Squeezing hafnium nitride costs more energy than stretching it by the same volume, mainly because its bonds grow stiffer as they shorten. It is tempting to blame geometry alone: volume is the cube of a length, so even perfect springs would give a lopsided curve of energy against volume. That effect is real, but it supplies little more than a third of the asymmetry in this calculation. The rest comes from bonds that do not behave as perfect springs.

HfN has the rocksalt structure, in which each hafnium atom has six nitrogen neighbours and each nitrogen six hafnium neighbours. The calculation uses density-functional theory with a correction for dispersion forces. It scales the whole crystal evenly, so that all distances change by the same factor. In the table, volume is the space per atom, and energy is counted per atom from the minimum of a smooth equation of state fitted to the seven rows.

ABINIT 10.8.3 plane-wave DFT for rocksalt HfN: BLYP with D3(BJ) dispersion, JTH PAW PBE v2.0 datasets, 680.285 eV cutoff, 10×10×10 k mesh and Fermi–Dirac smearing of 0.05 eV, without spin polarisation or spin–orbit coupling. The static crystal is scaled evenly, and energies are counted from the minimum of the fitted equation of state.

```
volume (Å³/atom)  energy (meV/atom)
           10.79              41.93
           11.02              18.39
           11.25               4.64
           11.48               0.02
           11.71               3.38
           11.94              13.93
           12.17              30.94
```

The outermost rows lie equally far from the middle one, yet compression costs 41.93 meV per atom and expansion only 30.94. Part of this difference has a trivial origin. The minimum lies at 11.497 Å³ per atom, slightly above the middle volume of 11.48, so the compressed end is a little farther from the bottom of the well. What remains asks for a physical cause.

At the minimum, attraction and repulsion between the atoms balance. The attraction in a metallic nitride combines the pull between unlike charges with the sharing of electrons between hafnium d and nitrogen p orbitals, and it changes more slowly with distance than the repulsion does. The repulsion arises where filled shells overlap and where the valence electrons are confined to less space: the Pauli principle forces electrons into states of higher kinetic energy. Overlap grows almost exponentially as atoms approach, so the repulsion gains strength faster than the attraction does.

This picture of a chemical bond predicts a definite trend. Each further shortening should meet a resistance that rises more steeply than before, and each further lengthening should meet a softer one. A perfect spring behaves differently: its force grows in proportion to the displacement, and its stiffness stays the same. The question is whether the table needs the changing stiffness or can be explained by springs and geometry.

The springs deserve a fair hearing. In rocksalt the atoms occupy the points of a simple cubic grid whose spacing is the bond length, so the volume per atom is the cube of that length. A given change in volume therefore asks for a larger change in bond length when the crystal is small than when it is large. Compression then costs more than expansion although no spring has stiffened.

The ratio of the two end costs puts this idea to work. If the energy is quadratic in the bond length, the unknown spring constant cancels and only the two relative changes of length matter. Measured from the minimum, and with the volumes taken to more digits than the table prints, the bond is 2.084 % shorter at one end and 1.917 % longer at the other. The predicted ratio is

(2.084 / 1.917)² = 1.18

The computed energies give 41.93 / 30.94 = 1.36. A well that is perfectly symmetric in volume would already give 1.09, because its minimum is off centre. Springs thus raise the ratio from 1.09 to 1.18, about a third of the way to the computed value. Both end rows had helped to locate the minimum used here, so this is a test of consistency and not a forecast of unseen data.

A sharper test looks at the stiffness itself. The bulk modulus, the resistance to even compression, equals the volume times the curvature of the energy curve. Three neighbouring energies give the curvature at the middle one, and so the modulus can be followed through the table. It falls from 328 GPa at 11.02 Å³ per atom to 234 GPa at 11.94, and it falls at every step between them. The steps are uneven, 16, 34, 23 and 21 GPa, because a second difference magnifies small numerical scatter in the energies. Single values are good to several gigapascals, and the trend is much larger than that.

Now let the springs do their best. A parabola in bond length was fitted by least squares to all seven energies, with its height, its minimum and its stiffness free. Its modulus falls only from 294 to 271 GPa over the same range, about a quarter of the computed drop. A parabola in volume, fitted in the same way, does worse still, for its modulus rises as the crystal expands.

The spring model is tempting because its energies look good. Its typical miss is about 0.5 meV per atom on a curve more than 40 meV high, which would hardly show on a plot. Curvature is far more revealing than height, since a small bend in the wrong place alters the energy little and the stiffness a great deal. Close agreement in energy is therefore weak evidence for a picture of the forces.

A short formula brings the competing explanations onto one scale. Let V be the volume, V₀ its value at the minimum and A a constant, and let the energy be a parabola in some power p of the volume:

E = A [(V/V₀)^p − 1]²

With x = V/V₀ − 1 for the relative change in volume, this becomes, near the minimum,

E ≈ A p² [x² + (p − 1) x³]

The cubic term carries the asymmetry. The same expansion fixes B′, the rise of the bulk modulus per unit of pressure:

B′ = 2 − 3p

A parabola in volume has p = 1 and B′ = −1. Perfect springs have p = 1/3 and B′ = 1. This holds for any set of perfect springs, including those between like atoms, because under even scaling their energies add up to a single parabola in the bond length.

The calculation gives B′ = 4.3. This number is minus the slope of a straight line fitted by least squares to the logarithm of the modulus against the logarithm of the volume, using the five moduli obtained from the energies. The pressures computed in the same run lead to 4.3 as well when their differences are treated in this way. These pressures, not shown in the table, lie slightly below those implied by the slope of the energies, because the stress is evaluated for a fixed set of plane waves and was not corrected for the finite cutoff. The part of this error common to all rows drops out of the differences. The fitted equation of state gives 4.43 at the minimum, so the last digit depends on the route taken. Perfect springs, with their value of 1, are far from all of these.

The formula also shows how much geometry contributes. The cubic term is proportional to 1 + B′, which is 2 for springs and about 5.3 for the computed crystal. Springs thus provide 2/5.3, or somewhat under 40 %, of the asymmetry seen against volume. The remainder must come from a change in the stiffness of the bonds.

How strong is that change in chemical terms? If the energy is differentiated with respect to bond length instead of volume, the force constant near the minimum rises by 3(B′ − 1) per cent for each per cent of shortening. With B′ = 4.3 this is about 10 per cent, whereas for a perfect spring it is zero. Stiffening of this kind is expected whenever a repulsion varies faster than the attraction it balances. For an attraction falling as 1/r^m and a repulsion as 1/r^n, B′ = (m + n + 6)/3. Even the soft 1/r² kinetic energy of confined electrons against a Coulomb pull would give 3, and 4.3 corresponds to m + n near 7. The numbers establish the stiffening; its assignment to overlapping shells rests on the general theory of bonding, since the calculation does not split the energy into attraction and repulsion.

A simple description that includes this stiffening is a parabola in the inverse square of the bond length. It has p = −2/3, hence B′ = 4, and is known as the second-order Birch–Murnaghan equation. Fitted to the same seven rows with the same three free constants, it misses the energies by about a seventh as much as the spring model does. It still softens slightly too little on expansion, giving 239 GPa at 11.94 Å³ per atom where the energies give 234. Its larger miss at 11.25, 304 against 312 GPa, looks like scatter in the energies, since the pressure differences give 305 there.

The success of this equation does not mean that atoms obey an inverse-square law. Over a range of about two per cent in bond length on either side, many smooth curves with the right stiffness and the right rate of stiffening look alike. An exponential repulsion combined with a slower attraction could serve equally well. The data decide between bonds that stiffen and bonds that do not, and leave the exact shape of the bond curve open.

For practical work, the stiffening shows how far a constant bulk modulus can be trusted. The equation of state gives 278 GPa at the minimum, so each gigapascal of even pressure raises the modulus by about 1.6 %. That is a minor correction for modest loads, but it builds up. At the smallest volume, 6.1 % below the minimum, a constant modulus predicts 278 × ln(V₀/V) ≈ 18 GPa, while the calculation gives about 20 GPa.

At the largest volume the error runs the other way: a constant modulus overestimates the tension needed to hold the crystal open. These figures describe a perfect crystal without thermal motion. Real hafnium nitride often lacks some of its nitrogen, and vacancies may change both its volume and its stiffness. The modulus itself also depends on the chosen functional and on the dispersion correction, whose separate effect was not tested here. The PAW datasets were generated with the PBE functional and not with BLYP, and the effect of that mismatch was not tested either.

The reasoning carries over to a neighbouring compound if its structure and its electronic state stay the same under pressure. Geometry alone gives B′ = 1 for any crystal that scales evenly, whatever the strength of its bonds. The excess over 1 measures how quickly those bonds stiffen, and for many dense solids B′ is roughly 4. A first guess should therefore include a clear stiffening under compression, even for a compound whose modulus is much lower than that of HfN.
